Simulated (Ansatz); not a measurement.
Band table of CdS (CsCl type)

```yaml
crystal:
  lattice:
    - [2.79405, 0.00000, 0.00000]
    - [0.00000, 2.79405, 0.00000]
    - [0.00000, 0.00000, 2.79405]
  atoms:
    - { symbol: Cd, position: [0.00000, 0.00000, 0.00000] }
    - { symbol: S, position: [0.50000, 0.50000, 0.50000] }
```

The cell comes from a relaxation on PAW files under the same functional, begun from a prototype that needn't be the stable phase.

Computed with Ansatz 0.2.0; functional PBE, scalar-relativistic. Settings: a Γ-centred 14×14×14 k mesh, Fermi–Dirac smearing of 0.05 eV, no spin polarisation. Methods: LAPW: all electrons, basis error target 1 meV/atom.

This run: volume at 0.55 of the series' base cell.

Path points, in fractions of the reciprocal vectors: Γ (0.000, 0.000, 0.000), X (0.000, 0.500, 0.000), M (0.500, 0.500, 0.000), R (0.500, 0.500, 0.500). The distance column jumps between branches of the path. Levels in eV from the Fermi level; bands 9 to 19, counted from the lowest band of the run. The gap is zero, the pressure 166.7 GPa.

```
# k(1/Å) point b9 b10 b11 b12 b13 b14 b15 b16 b17 b18 b19
0.000 Γ -19.42 -11.92 -11.92 -9.68 -9.68 -9.68 -2.81 -2.81 -2.81 3.17 5.78
0.141 - -19.35 -11.90 -11.89 -9.74 -9.74 -9.67 -3.26 -2.69 -2.69 3.45 5.72
0.281 - -19.14 -11.86 -11.83 -9.90 -9.90 -9.66 -4.29 -2.35 -2.35 3.94 5.57
0.422 - -18.80 -11.80 -11.79 -10.12 -10.12 -9.64 -5.46 -1.84 -1.84 4.31 5.34
0.562 - -18.35 -11.84 -11.73 -10.36 -10.36 -9.61 -6.49 -1.21 -1.21 4.61 5.07
0.703 - -17.80 -12.11 -11.65 -10.58 -10.58 -9.58 -7.21 -0.52 -0.52 4.79 4.90
0.843 - -17.21 -12.58 -11.58 -10.76 -10.76 -9.56 -7.60 0.14 0.14 4.56 5.20
0.984 - -16.69 -13.10 -11.54 -10.87 -10.87 -9.55 -7.74 0.67 0.67 4.40 5.45
1.124 X -16.45 -13.35 -11.52 -10.91 -10.91 -9.54 -7.78 0.88 0.88 4.35 5.56
1.265 - -16.44 -13.27 -11.49 -10.89 -10.89 -9.58 -7.78 0.25 0.84 4.67 6.03
1.405 - -16.41 -13.05 -11.39 -10.84 -10.82 -9.68 -7.79 -0.99 0.74 4.59 5.13
1.546 - -16.36 -12.70 -11.21 -10.77 -10.69 -9.83 -7.83 -2.35 0.58 3.03 5.64
1.687 - -16.31 -12.28 -10.96 -10.67 -10.48 -10.00 -7.89 -3.67 0.39 1.58 6.28
1.827 - -16.27 -11.86 -10.59 -10.58 -10.17 -10.17 -8.00 -4.89 0.19 0.31 7.04
1.968 - -16.24 -11.55 -10.50 -10.30 -10.09 -9.76 -8.20 -5.98 -0.69 0.02 7.91
2.108 - -16.22 -11.36 -10.44 -10.39 -9.52 -9.30 -8.51 -6.84 -1.36 -0.09 8.83
2.249 M -16.21 -11.30 -10.42 -10.42 -9.05 -9.05 -8.88 -7.24 -1.59 -0.13 9.45
2.448 - -16.23 -11.42 -10.42 -10.39 -9.65 -9.64 -8.22 -6.64 -1.11 -0.06 8.46
2.646 - -16.38 -11.76 -10.43 -10.31 -10.31 -10.23 -7.42 -5.92 0.08 0.30 7.29
2.845 - -16.81 -11.98 -10.74 -10.63 -10.40 -10.19 -6.54 -5.47 0.03 2.40 6.46
3.044 - -17.50 -11.88 -11.16 -10.73 -10.31 -10.05 -5.62 -5.10 -0.39 4.48 6.41
3.243 - -18.25 -11.76 -11.50 -10.53 -10.15 -9.91 -4.67 -4.63 -1.14 4.93 7.95
3.441 - -18.87 -11.81 -11.73 -10.13 -9.94 -9.79 -3.97 -3.78 -1.96 4.66 6.62
3.640 - -19.28 -11.88 -11.87 -9.80 -9.76 -9.71 -3.21 -3.08 -2.57 3.76 5.88
3.839 Γ -19.42 -11.92 -11.92 -9.68 -9.68 -9.68 -2.81 -2.81 -2.81 3.17 5.78
4.082 - -19.21 -11.86 -11.86 -9.84 -9.77 -9.77 -3.16 -2.96 -2.96 4.10 6.15
4.326 - -18.62 -11.68 -11.68 -10.18 -10.03 -10.03 -3.82 -3.33 -3.33 6.06 7.23
4.569 - -17.75 -11.45 -11.45 -10.40 -10.40 -10.40 -4.54 -3.67 -3.67 6.20 8.93
4.813 - -16.77 -11.54 -11.54 -10.46 -10.46 -10.10 -5.47 -3.84 -3.84 4.33 6.98
5.056 - -15.85 -12.05 -12.05 -10.01 -10.01 -9.20 -6.65 -3.77 -3.77 2.90 4.51
5.300 - -14.94 -12.57 -12.57 -9.45 -9.45 -9.30 -6.34 -3.41 -3.41 1.93 2.29
5.543 - -13.92 -12.93 -12.93 -10.82 -9.00 -9.00 -4.10 -2.77 -2.77 0.43 0.43
5.786 R -13.05 -13.05 -13.05 -11.93 -8.83 -8.83 -2.19 -2.19 -2.19 -0.57 -0.57
5.985 - -13.73 -12.98 -12.94 -11.10 -9.00 -8.90 -3.39 -3.28 -2.15 -0.26 0.31
6.184 - -14.59 -12.77 -12.65 -9.84 -9.42 -9.11 -5.08 -4.65 -2.05 0.61 1.21
6.383 - -15.29 -12.44 -12.25 -9.95 -9.52 -8.85 -6.43 -5.43 -1.85 1.83 1.85
6.581 - -15.80 -12.04 -11.98 -10.47 -10.00 -8.89 -7.23 -4.86 -1.53 2.48 3.23
6.780 - -16.14 -12.22 -11.63 -10.92 -10.09 -9.59 -7.61 -3.34 -1.05 3.30 4.64
6.979 - -16.33 -12.77 -11.26 -11.25 -10.28 -9.84 -7.75 -1.58 -0.38 4.43 5.88
7.178 - -16.42 -13.20 -11.45 -11.00 -10.75 -9.62 -7.78 0.06 0.41 5.15 5.89
7.377 X -16.45 -13.35 -11.52 -10.91 -10.91 -9.54 -7.78 0.88 0.88 4.35 5.56
8.967 R -13.05 -13.05 -13.05 -11.93 -8.83 -8.83 -2.19 -2.19 -2.19 -0.57 -0.57
9.107 - -13.47 -13.00 -13.00 -11.45 -8.95 -8.84 -2.87 -2.87 -2.15 -0.65 0.19
9.248 - -14.13 -12.84 -12.84 -10.61 -9.26 -8.84 -3.96 -3.96 -2.05 -0.83 1.49
9.388 - -14.74 -12.57 -12.57 -9.74 -9.70 -8.85 -5.04 -5.04 -1.86 -1.04 2.94
9.529 - -15.26 -12.21 -12.21 -10.18 -8.91 -8.86 -6.07 -6.07 -1.56 -1.24 4.48
9.669 - -15.67 -11.77 -11.77 -10.63 -8.87 -8.21 -7.04 -7.04 -1.39 -1.17 6.09
9.810 - -15.97 -11.25 -11.25 -10.99 -8.87 -7.92 -7.92 -7.67 -1.50 -0.70 7.77
9.950 - -16.15 -11.22 -10.72 -10.72 -8.88 -8.67 -8.67 -7.35 -1.57 -0.30 9.43
10.091 M -16.21 -11.30 -10.42 -10.42 -9.05 -9.05 -8.88 -7.24 -1.59 -0.13 9.45
```
